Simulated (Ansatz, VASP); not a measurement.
GaAs: VASP beside Ansatz

```
Ga As
1.0
     0.00000    2.88157    2.88157
     2.88157    0.00000    2.88157
     2.88157    2.88157    0.00000
Ga As
1 1
Direct
  0.00000 0.00000 0.00000
  0.75000 0.75000 0.75000
```

Alike in both runs: task single point; functional PBE; k mesh 10 × 10 × 10; occupations gaussian, width 0.01 eV; no spin polarisation.

```csv
,VASP,Ansatz
version,VASP 6.6.1,Ansatz 0.2.0
potentials or method,"VASP PAW PBE potentials, release 64 (Ga_d, As)","scalar-relativistic, plane waves, PAW"
plane-wave cutoff (eV),520,420
valence electrons in the cell,18,28
```

|  | VASP | Ansatz | Ansatz less VASP |
| --- | --- | --- | --- |
| gap on the k mesh at the Fermi level (eV) | 0.10 | 0.09 | -0.002 |
| least direct gap on the mesh (eV) | 0.10 | 0.09 | -0.002 |
| pressure (GPa) | -0.4 | -0.6 | -0.15 |

The two sets of potentials don't hold the same shells in valence.
